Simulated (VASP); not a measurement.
FeSi23 (a cell with a defect):

```xyz
24
Lattice="0.0000 8.1555 8.1555 5.4370 0.0000 5.4370 5.4370 5.4370 0.0000" Properties=species:S:1:pos:R:3 pbc="T T T"
Fe    0.0000    0.0000    0.0000
Si    2.7185    2.7185    0.0000
Si    2.7185    0.0000    2.7185
Si    5.4370    2.7185    2.7185
Si    0.0000    2.7185    2.7185
Si    2.7185    5.4370    2.7185
Si    2.7185    2.7185    5.4370
Si    5.4370    5.4370    5.4370
Si    0.0000    5.4370    5.4370
Si    2.7185    8.1555    5.4370
Si    2.7185    5.4370    8.1555
Si    5.4370    8.1555    8.1555
Si    1.3593    1.3592    1.3592
Si    4.0777    4.0777    1.3592
Si    4.0777    1.3592    4.0777
Si    6.7963    4.0777    4.0777
Si    1.3593    4.0777    4.0777
Si    4.0777    6.7962    4.0777
Si    4.0777    4.0777    6.7962
Si    6.7963    6.7962    6.7962
Si    1.3593    6.7963    6.7963
Si    4.0777    9.5148    6.7963
Si    4.0777    6.7963    9.5148
Si    6.7963    9.5148    9.5148
```

Base run:

- Program: VASP 6.6.1
- Functional: PBEsol
- Potentials or basis: VASP PAW PBE potentials, release 64 (Fe, Si)
- Cutoff: 350 eV
- k mesh: 2 × 3 × 3
- Occupations: gaussian, width 0.03 eV
- Spin: collinear spin, ferromagnetic start
- Starting moments: [4.0, 0.0, 0.0, 0.0, 0.0, 0.0, 0.0, 0.0, 0.0, 0.0, 0.0, 0.0, 0.0, 0.0, 0.0, 0.0, 0.0, 0.0, 0.0, 0.0, 0.0, 0.0, 0.0, 0.0] μB
- Fixed moment: 4 μB
- Hubbard terms: Fe d U = 4 eV

Its results: pressure 0.1 GPa; net moment 4.00 μB per cell; site moments Fe +3.22; Si +0.01, +0.02, +0.00, -0.01, -0.00, +0.04 μB; largest force 0.296 eV/Å.

Q: The run is repeated on the same cell with these changes: fixed moment from 4 μB to none. What comes out?

A: Pressure 0.0 GPa; net moment 3.11 μB per cell; site moments Fe +3.04; Si +0.00, +0.01, -0.00, -0.03, -0.04, -0.02 μB; largest force 0.277 eV/Å.

Caveats: the PAW data sets were made with another functional, which shifts forces and pressure a little; the U is typed as a test and isn't derived for this compound; the total moment is fixed, so each spin has its own Fermi level (some runs).
